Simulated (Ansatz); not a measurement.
HgSe under changes of volume

One of the cells (28.067 Å³/atom); the others are scaled copies at fixed shape and fractional positions:

```
Hg Se
1.0
     0.00000    3.03900    3.03900
     3.03900    0.00000    3.03900
     3.03900    3.03900    0.00000
Hg Se
1 1
Direct
  0.00000 0.00000 0.00000
  0.75000 0.75000 0.75000
```

```yaml
Program: Ansatz 0.2.0
Functional: RPBE
Dispersion: D4
Potentials_or_basis: Ansatz PAW
Cutoff: "420 eV (not typed: the program's choice for these potentials)"
k_mesh: 8 × 8 × 8
Occupations: fermi-dirac, width 0.05 eV
Spin: no spin polarisation
```

```csv
volume (Å³/atom),energy over the lowest point (meV/atom),pressure (GPa)
26.383,55.97,6.6
26.944,35.50,5.1
27.505,20.23,3.7
28.067,?,?
28.628,2.95,1.3
29.189,0.00,0.4
29.751,0.29,-0.5
```

Q: What does the run at 28.067 Å³/atom give?

A: Energy over the lowest point 9.53 meV/atom; pressure 2.4 GPa.

Worked out: A Birch-Murnaghan fit of order 3 (a polynomial in V^(-2/3)) to the other rows has its minimum at 29.41 Å³/atom with B0 = V·E''(V) = 46 GPa and B' = 5.2. It gives 9.53 meV/atom at 28.067 Å³/atom, against the run's 9.53, and -dE/dV = 2.4 GPa, against 2.4.

Energies are extrapolated to zero smearing.

Caveats: pairwise dispersion overbinds metals, which lowers pressure and volume; the PAW data sets come from PBE, with cores solved anew for the run's functional, which leaves a small shift of forces and pressure.
